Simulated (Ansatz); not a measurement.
**CuAu3: strain energy, fitted**

CuAu3, Pm-3m, a = 3.974 Å. The structure is a COD entry; whether it is the stable form wasn't checked. Ansatz: PBEsol, PAW, 420 eV, Γ-centred 14×14×14 mesh on 4 atoms, Gaussian smearing 0.10 eV; no spin polarisation. Series: equal strain along all axes, cell held, atoms fixed by symmetry; x is the strain in per cent. y is the free energy over the unstrained cell, V0 = 15.693 Å³/atom.

```
x (%) y (meV/atom)
 -6.0        363.79
 -4.0        146.59
 -2.0         33.20
  0.0          0.00
  2.0         27.86
  4.0             ?
  6.0        209.20
```

Q: Fit y = c2 x² + c3 x³ to the other rows, turn c2 into a modulus, and predict the missing energy.

A: Least squares on the rows shown. y = 7.9351 x² − 0.35567 x³. In eV per unit strain² c2 is 79.35; the stiffness is B for this strain (E = 9/2 B V0 ε², shape held): 2 × 79.35 × 160.2 / (9 × 15.693) = 180 GPa. With a term in x⁴ added, the coefficient of x² becomes 7.560, 5 % less, which shows how far this figure hangs on the form. At x = 4.0 the fit asked for gives 104.20 meV/atom. The run gave 101.61 meV/atom, so the fit is 2.59 meV/atom too high, within twice the rms miss on the fitted rows (1.71 meV/atom).

Spin–orbit coupling is left out, which can shift energies with elements as heavy as these.